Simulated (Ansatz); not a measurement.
## A series in volume per atom on Cu

Periodic Kohn-Sham DFT of a crystal at fixed atoms; pressure and stress are positive in compression; the energy is the free energy less that of spherical unpolarised free atoms; site moments are those in the method's own spheres, positive along +z. The results are calculated, by Ansatz 0.2.0.

Cell of the first row (space group Im-3m, No. 229):
```
Cu
1.0
     -1.4134     1.4134     1.4134
      1.4134    -1.4134     1.4134
      1.4134     1.4134    -1.4134
Cu
1
Direct
  0.00000 0.00000 0.00000
```

Settings of every row: method all-electron LAPW; functional PBE; relativity scalar; k mesh 16x16x16; filling fermi-dirac; smearing width 0.08 eV; basis error target 0.25 meV/atom; nucleus gaussian.

Atom start moment: 0 on all atoms.

Limits: the cell comes from a prototype or a list of computed structures and needn't be the stable phase.

| row | volume per atom (Å³) | pressure (GPa) | energy less free atoms (eV/atom) |
| --- | --- | --- | --- |
| 1 | 11.295 | 9.88 | -3.7031 |
| 2 | 11.769 | 2.89 | -3.7216 |
| 3 | 12.009 | ? | ? |
| 4 | 12.249 | -2.665 | -3.7216 |
| 5 | 12.73 | -7.007 | -3.7068 |

Question: what pressure and energy less free atoms should row 3 give?

Worked fit of pressure. Take u = (V_r/V)^(2/3) − 1 with V_r = 12.009 Å³ an atom, which is twice the finite (Eulerian) strain; such expansions in the strain, on which the Birch-Murnaghan equation of state is built, carry the rest volume and the bulk modulus. The shown rows have u = 0.04171, 0.01355, -0.01311, -0.03812. Least squares give pressure = −0.0585 + 208.921 × u + 701.8 × u² GPa; a straight line predicts inner rows, each left out in turn, worse (root mean square 0.71 against 0.026 GPa). The rows lie off it by 0.003, -0.011, 0.012, -0.004 (root mean square 0.0085 GPa). The pressure vanishes at u = 0.0003, or V = 12 Å³ an atom, and there the bulk modulus at fixed shape and fractions is B = −V dP/dV = (2/3)(1 + u) dP/du = 140 GPa. The withheld row has u = 0, so the fit gives −0.0585 + 208.921 × (0) + 701.8 × (0)² = -0.059 GPa.

The calculation gave -0.057 GPa. The fit lies 0.002 GPa (3.5 % of the value, 0.012 % of the column's range) below it; its largest miss of a shown row is 0.012 GPa.

Worked fit of energy less free atoms. Take u = (V_r/V)^(2/3) − 1 with V_r = 12.009 Å³ an atom, which is twice the finite (Eulerian) strain; such expansions in the strain, on which the Birch-Murnaghan equation of state is built, carry the rest volume and the bulk modulus. The shown rows have u = 0.04171, 0.01355, -0.01311, -0.03812. Least squares give energy less free atoms = −3.72369 + 0.0033 × u + 11.737 × u² eV/atom; a straight line predicts inner rows, each left out in turn, worse (root mean square 0.012 against 0.00025 eV/atom). The rows lie off it by 0.0000, -0.0001, 0.0001, 0.0000. Its lowest point lies at u = -0.0001, or V = 12.01 Å³ an atom, and the curvature there gives the bulk modulus at fixed shape and fractions, B = (4/9)(1 + u)² E″(u)/V = 139 GPa. The withheld row has u = 0, so the fit gives −3.72369 + 0.0033 × (0) + 11.737 × (0)² = -3.7237 eV/atom.

The calculation gave -3.7236 eV/atom. The fit lies 0.0001 eV/atom (0.49 % of the column's range) below it, one unit of the last digit.
